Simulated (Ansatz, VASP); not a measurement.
## Two plane-wave programs on KBr

```xyz
2
Lattice="0.0000 3.2102 3.2102 3.2925 -0.0823 3.2925 3.2925 3.2925 -0.0823" Properties=species:S:1:pos:R:3 pbc="T T T"
K     0.0000    0.0000    0.0000
Br    3.2925    3.2102    3.2102
```

Change from the starting cell: strain -0.0500 x Voigt [0, 0, 0, 1, 0, 0], atoms carried along.

Alike in both runs: task single point; functional PBEsol; k mesh 6 × 6 × 6; occupations gaussian, width 0.05 eV; no spin polarisation.

|  | VASP | Ansatz |
| --- | --- | --- |
| version | VASP 6.6.1 | Ansatz 0.2.0 |
| potentials or method | VASP PAW PBE potentials, release 64 (K_sv, Br) | scalar-relativistic, plane waves, PAW |
| plane-wave cutoff (eV) | 520 | 420 |
| valence electrons in the cell | 16 | 16 |

|  | VASP | Ansatz | Ansatz less VASP |
| --- | --- | --- | --- |
| gap on the k mesh at the Fermi level (eV) | 4.23 | 4.23 | +0.003 |
| least direct gap on the mesh (eV) | 4.23 | 4.23 | +0.003 |
| pressure (GPa) | -0.2 | -0.2 | -0.05 |
| largest component of the traceless stress (GPa) | 0.26 | 0.26 | +0.003 |

Caveats: the PAW data sets were made with another functional, which shifts forces and pressure a little (VASP).
